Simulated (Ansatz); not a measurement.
# Cu2O: a point defect seen from the nuclei (Cu vacancy), part 2 of 2

Wanted: the field gradients around Cu vacancy in Cu2O, cell charge -1, before and after the neighbours move. The cell is a supercell built from a structure deposited in the COD (the entry's cell lengths or inner coordinates differ somewhat from later room-temperature determinations). Planned: a single point, then a relaxation.

Ansatz 0.2.0; DFT, PBE, plane-wave PAW, default files, scalar-relativistic. Earlier steps stand in the parts before.

## 3. Ions relaxed

The COD entry's cell or inner coordinates are ideal or old and differ from later refinements, so a difference from it is no clean test against experiment.

File input.yaml:

```yaml
crystal:
  lattice:
    - [-4.26, 4.26, 4.26]
    - [4.26, -4.26, 4.26]
    - [4.26, 4.26, -4.26]
  atoms:
    - { symbol: Cu, position: [0.75, 0.75, 0.25] }
    - { symbol: Cu, position: [0.75, 0.25, 0.75] }
    - { symbol: Cu, position: [0.25, 0.75, 0.75] }
    - { symbol: Cu, position: [0.75, 0.5, 0.5] }
    - { symbol: Cu, position: [0.25, 0.0, 0.5] }
    - { symbol: Cu, position: [0.25, 0.5, 0.0] }
    - { symbol: Cu, position: [0.75, 0.0, 0.0] }
    - { symbol: Cu, position: [0.5, 0.5, 0.75] }
    - { symbol: Cu, position: [0.0, 0.0, 0.75] }
    - { symbol: Cu, position: [0.0, 0.5, 0.25] }
    - { symbol: Cu, position: [0.5, 0.0, 0.25] }
    - { symbol: Cu, position: [0.5, 0.75, 0.5] }
    - { symbol: Cu, position: [0.0, 0.25, 0.5] }
    - { symbol: Cu, position: [0.0, 0.75, 0.0] }
    - { symbol: Cu, position: [0.5, 0.25, 0.0] }
    - { symbol: O, position: [0.0, 0.0, 0.0] }
    - { symbol: O, position: [0.5, 0.5, 0.0] }
    - { symbol: O, position: [0.5, 0.0, 0.5] }
    - { symbol: O, position: [0.0, 0.5, 0.5] }
    - { symbol: O, position: [0.5, 0.5, 0.5] }
    - { symbol: O, position: [0.0, 0.0, 0.5] }
    - { symbol: O, position: [0.0, 0.5, 0.0] }
    - { symbol: O, position: [0.5, 0.0, 0.0] }
total_charge: -1
kpoints:
  mp_grid: { grid: [3, 3, 3] }
scf:
  occupations: { method: fermi_dirac, width: 0.01 }
hamiltonian:
  xc: pbe
  pseudopotentials: { kind: paw }
output:
  forces: true
  stress: true
  populations: true
  efg:
    quadrupole_moments_barn: { Cu: -0.22, O: -0.02558 }
    contact_densities: true
relax:
  f_tol: 0.03
  max_steps: 40
```

Command:

```console
> ansatz run input.yaml --threads 1 --pin off --max-ram 3072MiB --backend cpu --events-out ev --progress --plain --runs-dir out
```

Standard output:

```text
Warning: output.stress: scf.convergence.dr2_threshold = 1e-7 eV (the SCF's general default) is looser than the 2.3e-9 eV advised for a printed stress (1e-10 eV for each atom of the cell: 23). What an SCF threshold leaves in a stress goes as its square root, and in the free energy as the threshold itself, and one threshold admits the most on a small cell: of the crystals measured, under no hybrid functional and no lock of the moments, on runs that ended without the residual-converged pass, on stresses that held no estimate of that error, the worst erred by over 100 MPa in a component at 1e-7 eV an atom and by under 5 at 1e-10. Every solve of this run answers to scf.convergence.dr2_threshold, and the tensor of one is reported: a single SCF on the reported geometry and on this run's grids (its basis.xc_grid and basis.ecutrho_ratio typed), with scf.convergence.dr2_threshold at 2.3e-9 eV or tighter, prints it and tightens no other solve. Else set scf.convergence.dr2_threshold to 2.3e-9 eV or tighter. The threshold is an SCF's pass mark: one that does not reach it within its budget of iterations ends unconverged, or closes short of it on a stop that the run arms, and scf.convergence.dr2_threshold's page says what that costs each kind of run
Warning: RAYON_NUM_THREADS=1 ignored (pool sized by the plan → 1); use --threads N
Engine: ansatz 0.2.0, x86_64-unknown-linux-gnu
Pseudopotentials: kind: paw
Pseudopotential: Cu, paw, valence charge 19, recommended cutoff 420 eV (normal), Cu.paw.azcp
Pseudopotential: O, paw, valence charge 6, recommended cutoff 420 eV (normal), O.paw.azcp
Functional definition: PBE
  parameter kappa = 0.804
  parameter beta = 0.06672455060314922
  exchange = pbe_x(kappa = kappa, mu = beta*pi^2/3)
  correlation = pbe_c(beta = beta)
Crystal: 23 atoms, lattice volume = 309.235 Å³
Basis set: ecut = 420 eV, 6051 PW (Γ), exchange–correlation on 100×100×100 points (8 copies of the dense FFT grid, shifted against one another)
Bands: 201, of which v1, the nominal top of the filled ones, is band 167 counted from 1 (166 counted from 0)
Symmetry: 12 space group operations
Space group: R-3m (ITA 166), of the structure as read, at distance tolerance 6.8e-5 Å
k-points: 6 of 27
Non-local potential: Cu, projectors of the file, l = 0: 3, l = 1: 2, l = 2: 3, l = 3: 1
Non-local potential: O, projectors of the file, l = 0: 2, l = 1: 2, l = 2: 1
PAW form: soft (Blöchl's): semilocal exchange-correlation on the pseudo side does not see the compensation charge
PAW one-centre angular grid: Cu, 590 points (default); XC on 64 Gauss nodes
PAW one-centre angular grid: O, 110 points (default); XC on 64 Gauss nodes
Initial density: superposition of atomic densities (neutral atoms scaled as one to the charged cell's electrons: chi_scale 0, normalization atom), corrected by the library's trained network
Initial wavefunctions: pseudopotential atomic-orbital guess
Functional: x = pbe(κ = 0.804, μ = 0.2195149727645171), c = pbe(β = 0.06672455060314922)
SCF iter   1: F=—  HF=-103897.276406 eV  |F-HF|=—  |Δ(HF+E_count)|=         —  Δρ=5.15e-2  dr2=5.17e0  ethr=1.77e-3  ⟨swp⟩=6.0  Hψ=4356  notcnv=0
preconditioner: auto → Resta (q_TF=auto, 2.764 Å⁻¹)  ε∞=11.3  [insulator: Δε(μ)=0.612 eV  Ē_g=9.642 eV  σ=0.010 eV  W_gap=1.00  n_scr=134 (ndim 8)  ℏωp=30.9 eV  f_vac=0.065  D(μ)=0.00/eV (n_scr^D=0)  ε∞_Penn≈11.3]
SCF iter   2: F=—  HF=-103896.944209 eV  |F-HF|=—  |Δ(HF+E_count)|=   3.32e-1  Δρ=3.42e-2  dr2=1.78e0  ethr=1.55e-3  ⟨swp⟩=2.0  Hψ=1894  notcnv=0  defer=161
SCF iter   3: F=—  HF=-103896.301288 eV  |F-HF|=—  |Δ(HF+E_count)|=   6.43e-1  Δρ=5.18e-3  dr2=1.01e-1  ethr=5.33e-4  ⟨swp⟩=2.5  Hψ=1886  notcnv=0  defer=164
SCF iter   4: F=—  HF=-103896.301158 eV  |F-HF|=—  |Δ(HF+E_count)|=   1.30e-4  Δρ=2.86e-3  dr2=1.44e-2  ethr=3.01e-5  ⟨swp⟩=2.2  Hψ=1677  notcnv=0  defer=164
SCF iter   5: F=—  HF=-103896.338096 eV  |F-HF|=—  |Δ(HF+E_count)|=   3.69e-2  Δρ=7.38e-3  dr2=1.08e-1  ethr=4.31e-6  ⟨swp⟩=3.0  Hψ=2114  notcnv=0  defer=164
SCF iter   6: F=—  HF=-103896.323281 eV  |F-HF|=—  |Δ(HF+E_count)|=   1.48e-2  Δρ=1.82e-3  dr2=6.27e-3  ethr=4.31e-6  ⟨swp⟩=2.3  Hψ=2206  notcnv=0  defer=164
SCF iter   7: F=—  HF=-103896.322283 eV  |F-HF|=—  |Δ(HF+E_count)|=   9.99e-4  Δρ=6.73e-4  dr2=1.30e-3  ethr=1.88e-6  ⟨swp⟩=2.2  Hψ=1825  notcnv=0  defer=160
SCF iter   8: F=—  HF=-103896.322185 eV  |F-HF|=—  |Δ(HF+E_count)|=   9.77e-5  Δρ=4.41e-4  dr2=6.10e-4  ethr=3.88e-7  ⟨swp⟩=2.0  Hψ=1716  notcnv=0  defer=160
SCF iter   9: F=—  HF=-103896.322139 eV  |F-HF|=—  |Δ(HF+E_count)|=   4.64e-5  Δρ=2.65e-4  dr2=2.22e-4  ethr=1.83e-7  ⟨swp⟩=2.0  Hψ=1633  notcnv=0  defer=160
SCF iter  10: F=—  HF=-103896.322143 eV  |F-HF|=—  |Δ(HF+E_count)|=   4.39e-6  Δρ=8.28e-5  dr2=2.73e-5  ethr=6.63e-8  ⟨swp⟩=2.0  Hψ=1652  notcnv=0  defer=160
SCF iter  11: F=-103896.322147 eV  HF=-103896.322148 eV  |F-HF|=1.28e-6  |Δ(HF+E_count)|=   5.36e-6  Δρ=4.71e-5  dr2=5.94e-6  ethr=6.74e-9  ⟨swp⟩=4.0  Hψ=2919  notcnv=0
SCF 1 converged in 11 iterations: F = -103896.322147 eV  dr2 = 5.94e-6
relax step   1: F+E_penalty+E_count = -103896.32214708 eV  Δ(F+E_penalty+E_count) = +0.000e0 eV  max|allowed force component| = 4.291e-1 eV/Å  Δτ_max = 0.0000 Å  (11 SCF iters, dr2 threshold 2.25e-5 eV, accepted)
[... 14 lines left out ...]
relax step   2: F+E_penalty+E_count = -103896.42201391 eV  Δ(F+E_penalty+E_count) = -9.987e-2 eV  max|allowed force component| = 2.775e-1 eV/Å  Δτ_max = 0.0731 Å  (9 SCF iters, dr2 threshold 1.15e-5 eV, accepted)
[... 12 lines left out ...]
relax step   3: F+E_penalty+E_count = -103896.52100679 eV  Δ(F+E_penalty+E_count) = -9.899e-2 eV  max|allowed force component| = 6.620e-2 eV/Å  Δτ_max = 0.1607 Å  (10 SCF iters, dr2 threshold 4.81e-6 eV, accepted)
[... 12 lines left out ...]
relax step   4: F+E_penalty+E_count = -103896.52308111 eV  Δ(F+E_penalty+E_count) = -2.074e-3 eV  max|allowed force component| = 2.301e-2 eV/Å  Δτ_max = 0.0106 Å  (10 SCF iters, accepted)
NSCF: frozen V_eff on 6 k-points
the band table was solved once a step of the walk had ended and its energy, with any forces and stress, was formed, with the checks that follow a solve (4483 applications of the Hamiltonian). They found nothing against the state; the energy, forces and stress were not computed again (output.eigenvalues in the input reference)
SCF converged after 10 iterations
Free energy (F): -103896.523081 eV
Harris-Foulkes:  -103896.523081 eV  (|F-HF|=2.53e-8)
Internal energy: -103896.523081 eV  (E = F + TS)
E sigma→0 (E₀):  -103896.523081 eV
Fermi energy:    10.366479 eV
--- Per-component energies (eV) ---
  E_band       = -7118.917658
  E_kinetic    = 5883.930396
  E_local      = -76923.055313  (includes V_loc(G=0)·N_el)
  E_nonlocal   = 6321.694339
  E_hartree    = 33613.752594
  E_xc         = -1912.140743
  E_vxc        = -2457.505257  (∫ρ·V_xc dr)
  E_paw        = -26268.800767  (= ΣΔE_a)
  E_vpaw       = -7171.521811  (= ΣTr[D̂ρ^β])
  E_aug_tail   = 0.022875  (compensation charges beyond the density's cutoff)
  E_ewald      = -44611.926461
  E_smearing   = -0.000000  (= −TS)
  E_closure    = -0.000000  (closes the sum)
  E_deformation_potential = -15.558739  (in the stress; not in F)
  Σ components = -103896.523081   (vs F -103896.523081, Δ=0.00e0)
--- Forces (eV/Å), atoms counted from 1 ---
  atom   1  Cu     0.00000000     0.00000000    -0.00000000
  atom   2  Cu     0.00000000     0.00000000     0.00000000
  atom   3  Cu     0.00000000     0.00000000     0.00000000
  atom   4  Cu    -0.00750634    -0.00017565    -0.00017565
  atom   5  Cu    -0.00000000     0.01773891    -0.01773891
  atom   6  Cu     0.00000000    -0.01773891     0.01773891
  atom   7  Cu     0.00750634     0.00017565     0.00017565
  atom   8  Cu    -0.00017565    -0.00017565    -0.00750634
  atom   9  Cu     0.00017565     0.00017565     0.00750634
  atom  10  Cu     0.01773891    -0.01773891     0.00000000
  atom  11  Cu    -0.01773891     0.01773891    -0.00000000
  atom  12  Cu    -0.00017565    -0.00750634    -0.00017565
  atom  13  Cu     0.01773891     0.00000000    -0.01773891
  atom  14  Cu     0.00017565     0.00750634     0.00017565
  atom  15  Cu    -0.01773891    -0.00000000     0.01773891
  atom  16  O     -0.02300708    -0.02300708    -0.02300708
  atom  17  O      0.00369214     0.00369214     0.01803893
  atom  18  O      0.00369214     0.01803893     0.00369214
  atom  19  O      0.01803893     0.00369214     0.00369214
  atom  20  O      0.02300708     0.02300708     0.02300708
  atom  21  O     -0.00369214    -0.00369214    -0.01803893
  atom  22  O     -0.00369214    -0.01803893    -0.00369214
  atom  23  O     -0.01803893    -0.00369214    -0.00369214
  max |Σ_I F_I| component: 1.13e-17 eV/Å
--- Stress (GPa, compression-positive) ---
       -0.819953       0.040035       0.040035
        0.040035      -0.819953       0.040035
        0.040035       0.040035      -0.819953
  P = ⅓ Tr σ = -0.8200 GPa (-8.200 kbar)
--- PAW observables at the nuclei: V_zz in 10²¹ V/m², potentials from the cell's mean, atoms counted from 1 ---
  atom   1  Cu V_zz =    -5.068619   η = 0.2228   by run symmetry: allowed   C_q = +26.9629 MHz
            electrostatic potential = -3755.759594 V   contact ρ = 147555.745416 e/Å³
  atom   2  Cu V_zz =    -5.068619   η = 0.2228   by run symmetry: allowed   C_q = +26.9629 MHz
            electrostatic potential = -3755.759594 V   contact ρ = 147555.745416 e/Å³
  atom   3  Cu V_zz =    -5.068619   η = 0.2228   by run symmetry: allowed   C_q = +26.9629 MHz
            electrostatic potential = -3755.759594 V   contact ρ = 147555.745416 e/Å³
  atom   4  Cu V_zz =    -5.328613   η = 0.2164   by run symmetry: allowed   C_q = +28.3460 MHz
            electrostatic potential = -3755.854607 V   contact ρ = 147559.261660 e/Å³
  atom   5  Cu V_zz =    -4.894736   η = 0.1156   by run symmetry: allowed   C_q = +26.0379 MHz
            electrostatic potential = -3755.773354 V   contact ρ = 147556.329620 e/Å³
  atom   6  Cu V_zz =    -4.894736   η = 0.1156   by run symmetry: allowed   C_q = +26.0379 MHz
            electrostatic potential = -3755.773354 V   contact ρ = 147556.329620 e/Å³
  atom   7  Cu V_zz =    -5.328613   η = 0.2164   by run symmetry: allowed   C_q = +28.3460 MHz
            electrostatic potential = -3755.854607 V   contact ρ = 147559.261660 e/Å³
  atom   8  Cu V_zz =    -5.328613   η = 0.2164   by run symmetry: allowed   C_q = +28.3460 MHz
            electrostatic potential = -3755.854607 V   contact ρ = 147559.261660 e/Å³
  atom   9  Cu V_zz =    -5.328613   η = 0.2164   by run symmetry: allowed   C_q = +28.3460 MHz
            electrostatic potential = -3755.854607 V   contact ρ = 147559.261660 e/Å³
  atom  10  Cu V_zz =    -4.894736   η = 0.1156   by run symmetry: allowed   C_q = +26.0379 MHz
            electrostatic potential = -3755.773354 V   contact ρ = 147556.329620 e/Å³
  atom  11  Cu V_zz =    -4.894736   η = 0.1156   by run symmetry: allowed   C_q = +26.0379 MHz
            electrostatic potential = -3755.773354 V   contact ρ = 147556.329620 e/Å³
  atom  12  Cu V_zz =    -5.328613   η = 0.2164   by run symmetry: allowed   C_q = +28.3460 MHz
            electrostatic potential = -3755.854607 V   contact ρ = 147559.261660 e/Å³
  atom  13  Cu V_zz =    -4.894736   η = 0.1156   by run symmetry: allowed   C_q = +26.0379 MHz
            electrostatic potential = -3755.773354 V   contact ρ = 147556.329620 e/Å³
  atom  14  Cu V_zz =    -5.328613   η = 0.2164   by run symmetry: allowed   C_q = +28.3460 MHz
            electrostatic potential = -3755.854607 V   contact ρ = 147559.261660 e/Å³
  atom  15  Cu V_zz =    -4.894736   η = 0.1156   by run symmetry: allowed   C_q = +26.0379 MHz
            electrostatic potential = -3755.773354 V   contact ρ = 147556.329620 e/Å³
  atom  16  O  V_zz =    -3.854297   η = 0.0000   by run symmetry: allowed   C_q = +2.3840 MHz
            electrostatic potential = -623.472236 V   contact ρ = 2158.110394 e/Å³
  atom  17  O  V_zz =    -1.009585   η = 0.3430   by run symmetry: allowed   C_q = +0.6244 MHz
            electrostatic potential = -622.413660 V   contact ρ = 2156.183157 e/Å³
  atom  18  O  V_zz =    -1.009585   η = 0.3430   by run symmetry: allowed   C_q = +0.6244 MHz
            electrostatic potential = -622.413660 V   contact ρ = 2156.183157 e/Å³
  atom  19  O  V_zz =    -1.009585   η = 0.3430   by run symmetry: allowed   C_q = +0.6244 MHz
            electrostatic potential = -622.413660 V   contact ρ = 2156.183157 e/Å³
  atom  20  O  V_zz =    -3.854297   η = 0.0000   by run symmetry: allowed   C_q = +2.3840 MHz
            electrostatic potential = -623.472236 V   contact ρ = 2158.110394 e/Å³
  atom  21  O  V_zz =    -1.009585   η = 0.3430   by run symmetry: allowed   C_q = +0.6244 MHz
            electrostatic potential = -622.413660 V   contact ρ = 2156.183157 e/Å³
  atom  22  O  V_zz =    -1.009585   η = 0.3430   by run symmetry: allowed   C_q = +0.6244 MHz
            electrostatic potential = -622.413660 V   contact ρ = 2156.183157 e/Å³
  atom  23  O  V_zz =    -1.009585   η = 0.3430   by run symmetry: allowed   C_q = +0.6244 MHz
            electrostatic potential = -622.413660 V   contact ρ = 2156.183157 e/Å³
--- Band table (eV; the first three rows and the last of 6) ---
[... 4 lines left out ...]
--- Relaxed structure (4 steps of the walk, 4 accepted, 0 SCFs on fresh bases) ---
  F+E_penalty+E_count = -103896.52308111 eV   max|allowed force component| = 2.301e-2 eV/Å
  atoms:
    - { symbol: Cu, position: [0.75, 0.75, 0.25] }
    - { symbol: Cu, position: [0.75, 0.25, 0.75] }
    - { symbol: Cu, position: [0.25, 0.75, 0.75] }
    - { symbol: Cu, position: [0.7296597340696191, 0.49022744045495587, 0.4902274404549559] }
    - { symbol: Cu, position: [0.25, -0.007422003763940421, 0.5074220037639404] }
    - { symbol: Cu, position: [0.25, 0.5074220037639404, -0.007422003763940421] }
    - { symbol: Cu, position: [0.7703402659303809, 0.009772559545044135, 0.009772559545044135] }
    - { symbol: Cu, position: [0.4902274404549559, 0.4902274404549559, 0.7296597340696193] }
    - { symbol: Cu, position: [0.009772559545044135, 0.009772559545044135, 0.7703402659303809] }
    - { symbol: Cu, position: [-0.007422003763940421, 0.5074220037639404, 0.25] }
    - { symbol: Cu, position: [0.5074220037639404, -0.007422003763940421, 0.25] }
    - { symbol: Cu, position: [0.49022744045495587, 0.7296597340696191, 0.4902274404549559] }
    - { symbol: Cu, position: [-0.007422003763940421, 0.25, 0.5074220037639404] }
    - { symbol: Cu, position: [0.009772559545044135, 0.7703402659303809, 0.009772559545044135] }
    - { symbol: Cu, position: [0.5074220037639404, 0.25, -0.007422003763940421] }
    - { symbol: O, position: [0.033137445706255216, 0.033137445706255216, 0.033137445706255216] }
    - { symbol: O, position: [0.4991352309772738, 0.4991352309772738, -0.010196068918329727] }
    - { symbol: O, position: [0.4991352309772738, -0.010196068918329727, 0.4991352309772738] }
    - { symbol: O, position: [-0.010196068918329727, 0.4991352309772738, 0.4991352309772738] }
    - { symbol: O, position: [0.4668625542937448, 0.4668625542937448, 0.4668625542937448] }
    - { symbol: O, position: [0.0008647690227262528, 0.0008647690227262528, 0.5101960689183297] }
    - { symbol: O, position: [0.0008647690227262528, 0.5101960689183297, 0.0008647690227262528] }
    - { symbol: O, position: [0.5101960689183297, 0.0008647690227262528, 0.0008647690227262528] }
--- Löwdin populations: 23 sites ---
  site symbol       q [e]
     0     Cu     18.4659
     1     Cu     18.4659
     2     Cu     18.4659
     3     Cu     18.4666
     4     Cu     18.4519
     5     Cu     18.4519
     6     Cu     18.4666
     7     Cu     18.4666
     8     Cu     18.4666
     9     Cu     18.4519
    10     Cu     18.4519
    11     Cu     18.4666
    12     Cu     18.4519
    13     Cu     18.4666
    14     Cu     18.4519
    15      O      6.9420
    16      O      6.9533
    17      O      6.9533
    18      O      6.9533
    19      O      6.9420
    20      O      6.9533
    21      O      6.9533
    22      O      6.9533
  spilling = 0.004454 (of n_electrons = 334.000000)
```

Run time: 1.7 min. Hardware: 1 thread of an x86-64 CPU, shared host; peak memory 0.9 GiB.

Relaxation path:

```
step  energy change (eV)  largest force component (eV/Å)
   1              0.0000                           0.429
   2             -0.0999                           0.277
   3             -0.1989                           0.066
   4             -0.2009                           0.023
```

Atom 20 and its like (O) moved farthest, 0.245 Å; the mean move was 0.095 Å.

The run ends with gap on the mesh 0.58 eV, largest force 0.040 eV/Å, pressure -0.8 GPa.

Against step 2 (V_zz in 10²¹ V/m²):

```
site          atoms  V_zz, PBE  V_zz, PBE relaxed  η, PBE  η, PBE relaxed
 O16         16, 20      -6.11              -3.85    0.00            0.00
 Cu4     4, 7, 8, …      -5.83              -5.33    0.28            0.22
 Cu5    5, 6, 10, …      -5.32              -4.89    0.08            0.12
 O17  17, 18, 19, …      -0.31              -1.01    0.50            0.34
 Cu1        1, 2, 3      -5.76              -5.07    0.17            0.22
```

Site by site (atoms counted from 1):

```
site              atoms  distance from the defect (Å)  V_zz (10²¹ V/m²)     η    C_Q (MHz)
 O16             16, 20                          1.60             -3.85  0.00   2.38 (¹⁷O)
 Cu4      4, 7, 8, 9, …                          2.89             -5.33  0.22  28.3 (⁶³Cu)
 Cu5    5, 6, 10, 11, …                          3.10             -4.89  0.12  26.0 (⁶³Cu)
 O17  17, 18, 19, 21, …                          3.59             -1.01  0.34  0.624 (¹⁷O)
 Cu1            1, 2, 3                          4.26             -5.07  0.22  27.0 (⁶³Cu)
```

Direction of the V_zz axis (Cartesian unit vector):

```
site  atom      x      y      z
 Cu1     1   0.60   0.60   0.53
 Cu4     4  -0.51   0.61   0.61
 Cu5     5   0.60  -0.57  -0.57
 O16    16   0.58   0.58   0.58
 O17    17  -0.09  -0.09   0.99
```

The sizes of the gradients above 0.15 moved by 12 % in the median, over a factor of two at the site that moves most (small gradients counted from 0.15; O17, -0.31 to -1.01).

## 4. From gradients to spectra (values of step 3)

¹⁷O (I = 5/2, Q = -25.58 mb) at 7.05 T, Larmor frequency 40.7 MHz. Second-order quadrupolar shifts of the central transition; chemical shifts are not computed, so all sites share one zero.

```
site  count  C_Q (MHz)     η  ν_Q (MHz)  δ_QIS (ppm)
 O16      2       2.38  0.00      0.358        -20.6
 O17      6      0.624  0.34      0.094         -1.5
```

¹⁷O central transition, under fast magic-angle spinning:

(kHz, intensity): (-2.2, 0), (-2.0, 0), (-1.9, 0), (-1.8, 0), (-1.6, 0), (-1.5, 1), (-1.4, 2), (-1.2, 6), (-1.1, 4), (-1.0, 3), (-0.8, 3), (-0.7, 3), (-0.6, 4), (-0.4, 5), (-0.3, 7), (-0.2, 14), (0.0, 100), (0.1, 2)

## 5. Outcome

The summary covers parts 1 to 2.

| quantity | value |
| --- | --- |
| state (step 3) | gap on the mesh 0.58 eV, largest force 0.040 eV/Å, pressure -0.8 GPa |
| V_zz by site, step 3 (10²¹ V/m²) | O16 -3.85, Cu4 -5.33, Cu5 -4.89, O17 -1.01, Cu1 -5.07 |
| largest C_Q in size, step 3 | 28.3 MHz, ⁶³Cu at Cu4 |
| step 3 (ions relaxed) against step 2 | 12 % in the median, over a factor of two at the site that moves most (small gradients counted from 0.15; O17, -0.31 to -1.01) |

The largest gradient sits at Cu4 (2 O at 1.83–1.88 Å, angle 177°). The runs allow no spin. The relaxation kept the symmetry R-3m, so a distorted place of lower energy may have been missed. Moves of at most 0.24 Å on relaxation changed gradients by over a factor of two at the worst site (12 % in the median) (gradients over 0.15 counted), so at some sites the starting positions were a poor guide. At 7.05 T the ¹⁷O line of the largest coupling listed spans about 1.8 kHz under magic-angle spinning and 4.4 kHz static, from the quadrupolar part alone (no shift anisotropy). The defect repeats with the cell of 23 atoms, so it feels its images: sites between two images don't show the values beside a lone defect, and zeros or small values of η there can come from the images' arrangement. Cu carries a gradient in the pure host already, so the values there aren't the defect's effect alone. A uniform background compensates the cell's charge. Semilocal functionals underestimate gradients at Cu(I), in Cu₂O by a fifth to nearly a half.
